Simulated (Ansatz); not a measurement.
# GdN (antiNiAs): how the settings move a single-point run

Aim: see which settings change the result for GdN (antiNiAs), by how much, and at what cost.

Program: Ansatz 0.2.0. Level of theory: reference: DFT PBE, scalar-relativistic, plane waves, PAW. These are calculated values, not measurements.

7 further runs of the same task are left out: 4 that didn't finish, 3 set aside as unsound or not needed. Runs told in other sessions of the task aren't counted.

**1. The structure to begin with**

The structure is hexagonal, space group P6_3/mmc (No. 194). Conventional cell: a = 3.437 Å, b = 3.437 Å, c = 5.965 Å, α = 90.00°, β = 90.00°, γ = 120.00°. Gd (site symmetry -6m2) is surrounded by 6 N at 2.48 Å. N (site symmetry -3m) has 6 Gd at 2.48 Å in its first shell of neighbours.

As a file:

```cif
data_structure
_symmetry_space_group_name_H-M 'P6_3/mmc'
_symmetry_Int_Tables_number 194
_cell_length_a 3.4371
_cell_length_b 3.4371
_cell_length_c 5.9651
_cell_angle_alpha 90.000
_cell_angle_beta 90.000
_cell_angle_gamma 120.000
_cell_volume 61.03
loop_
_atom_site_label
_atom_site_type_symbol
_atom_site_symmetry_multiplicity
_atom_site_Wyckoff_symbol
_atom_site_fract_x
_atom_site_fract_y
_atom_site_fract_z
_atom_site_occupancy
Gd1 Gd 2 c 0.33333 0.66667 0.25000 1
N1 N 2 a 0.00000 0.00000 0.00000 1
```

**2. Reference**

Input file input.yaml:

```yaml
crystal:
  lattice:
    - [3.4370865006, 0.0, 0.0]
    - [-1.7185432503, 2.9766042245, 0.0]
    - [0.0, 0.0, 5.9650669071]
  atoms:
    - { symbol: Gd, position: [0.3333333333, 0.6666666667, 0.25], spin: 7.54 }
    - { symbol: Gd, position: [0.6666666667, 0.3333333333, 0.75], spin: 7.54 }
    - { symbol: "N", position: [0.0, 0.0, 0.0] }
    - { symbol: "N", position: [0.0, 0.0, 0.5] }
basis:
  ecutwfc: 420
  ecutrho_ratio: 4
kpoints:
  mp_grid: { grid: [10, 10, 8] }
  band_path:
    path:
      - [[0.0, 0.0, 0.0], [0.5, 0.0, 0.0], [0.33333333, 0.33333333, 0.0], [0.0, 0.0, 0.0], [0.0, 0.0, 0.5], [0.5, 0.0, 0.5], [0.33333333, 0.33333333, 0.5], [0.0, 0.0, 0.5]]
      - [[0.5, 0.0, 0.5], [0.5, 0.0, 0.0]]
      - [[0.33333333, 0.33333333, 0.5], [0.33333333, 0.33333333, 0.0]]
    npoints: 14
hamiltonian:
  xc: pbe
scf:
  occupations: { method: gaussian, width: 0.05 }
  lower_state_search: "off"
  n_extra_bands: 26
output:
  forces: true
  stress: true
  eigenvalues: true
  populations: true
  hubbard: { sites: [{ species: Gd, l: f }] }
  dos: { projected: true, de: 0.02, nscf_kmesh: { grid: [15, 15, 12] } }
  bader: true
  write_density: true
  write_potential: true
  elf: true
  volumetric_format: npy
magnetization:
  spin_polarized: true
checkpoint:
  read: start.run
  write: ck
  compress: false
  write_wavefunctions: false
  write_every: 100000
```

Run with:

```
$ ansatz run input.yaml --threads 2 --pin off --max-ram 2662MiB --backend cpu --events-out ev --progress --plain --runs-dir out
```

**3. Changed: ecutwfc 550 eV, hubbard.sites [{species: Gd, l: f, u_eff: 3.0}], hubbard.double_counting fll, lower_state_search light**

Input file input.yaml:

```yaml
crystal:
  lattice:
    - [3.437086500586, 0.0, 0.0]
    - [-1.718543250293, 2.976604224512, 0.0]
    - [0.0, 0.0, 5.9650669071]
  atoms:
    - { symbol: Gd, position: [0.3333333333333, 0.6666666666667, 0.25], spin: 7.0 }
    - { symbol: Gd, position: [0.6666666666667, 0.3333333333333, 0.75], spin: 7.0 }
    - { symbol: "N", position: [0.0, 0.0, 0.0] }
    - { symbol: "N", position: [0.0, 0.0, 0.5] }
basis:
  ecutwfc: "550 eV"
  ecutrho_ratio: 4
kpoints:
  mp_grid: { grid: [10, 10, 8] }
hamiltonian:
  xc: pbe
  hubbard: { sites: [{ species: Gd, l: f, u_eff: 3.0 }], double_counting: fll }
scf:
  occupations: { method: gaussian, width: 0.05 }
  lower_state_search: light
output:
  forces: true
  stress: true
magnetization:
  spin_polarized: true
```

**4. Changed: dispersion d3bj, chi_scale 0.3, lower_state_search left out**

Input file input.yaml:

```yaml
crystal:
  lattice:
    - [3.437086500586, 0.0, 0.0]
    - [-1.718543250293, 2.976604224512, 0.0]
    - [0.0, 0.0, 5.9650669071]
  atoms:
    - { symbol: Gd, position: [0.3333333333333, 0.6666666666667, 0.25], spin: 7.0 }
    - { symbol: Gd, position: [0.6666666666667, 0.3333333333333, 0.75], spin: 7.0 }
    - { symbol: "N", position: [0.0, 0.0, 0.0] }
    - { symbol: "N", position: [0.0, 0.0, 0.5] }
basis:
  ecutwfc: 420
  ecutrho_ratio: 4
kpoints:
  mp_grid: { grid: [10, 10, 8] }
hamiltonian:
  xc: pbe
  dispersion: d3bj
scf:
  occupations: { method: gaussian, width: 0.05 }
  initial_density: { chi_scale: 0.3 }
output:
  forces: true
  stress: true
  write_density: true
  write_potential: true
  elf: true
  volumetric_format: npy
magnetization:
  spin_polarized: true
```

**Question.** What will these runs give? Wanted: for each run, ending; energy change; pressure; gap; abs. moment; force.

**Answer**, as computed:

```
                                                                                                                      run     ending                                                    energy change  pressure (GPa)  gap (eV)  abs. moment (μB)  force (eV/Å)  cycles  time
                                                                                                                reference  converged                                                                0             0.0      0.00             14.35          0.00       -  38 s
1: ecutwfc 550 eV, hubbard.sites [{species: Gd, l: f, u_eff: 3.0}], hubbard.double_counting fll, lower_state_search light  converged  +74.9 meV/atom (Hubbard term changed: no physical gain or loss)             1.0      0.00             14.52          0.00      11  15 s
                                                           2: dispersion d3bj, chi_scale 0.3, lower_state_search left out  converged         -387.0 meV/atom (dispersion and other settings together)            -4.2      0.00             14.35          0.00      13  13 s
```

Times don't compare one to one where runs were asked for different outputs or read a saved state (see the inputs); cycles may leave out searches for a lower state.

Residual by cycle in the longest SCF loop of each run; runs are numbered as in the table. The quantity is the density residual dr2, in eV.

```
cycle  reference    run 1    run 2
    1    1.8e-11     1.83     94.6
    2    6.3e-12    0.728     12.3
    3          -    0.233     0.65
    4          -  0.00508    0.213
    5          -  0.00305    0.114
    6          -   6.1e-4  0.00517
    8          -   2.2e-5   2.4e-4
    9          -   1.7e-6   1.3e-4
   10          -   8.9e-8   6.9e-6
   11          -   9.2e-9   1.0e-6
   12          -        -   2.2e-7
   13          -        -   1.2e-8
```

A changed U is a change of model: its shifts are not errors of convergence.
